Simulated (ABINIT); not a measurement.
The system is SnSe.

```
Sn Se
1.0
     0.00000    3.01000    3.01000
     3.01000    0.00000    3.01000
     3.01000    3.01000    0.00000
Sn Se
1 1
Cartesian
  0.0000 0.0000 0.0000
  3.0100 3.0100 3.0100
```

Measurements of this composition are mostly on another form, of space group No. 62.

Base run:

| Item | Value |
| --- | --- |
| Program | ABINIT 10.8.3 (patched build) |
| Functional | LDA-PZ |
| Potentials or basis | JTH PAW LDA v2.0 |
| Cutoff | 408 eV |
| k mesh | 8 × 8 × 8 |
| Occupations | fermi-dirac, width 0.05 eV |
| Spin | spin-orbit coupling, no magnetisation |

Its results: band gap on the k mesh 0.67 eV, direct.

The run is repeated on the same cell with these changes: spin from spin-orbit coupling, no magnetisation to no spin polarisation. What comes out?

Band gap on the k mesh 0.62 eV, direct.

Caveats: spin-orbit coupling is left out, which moves the levels of the heavy elements (some runs).

A k mesh can miss the band edges.

Not every run made on this cell is shown here.
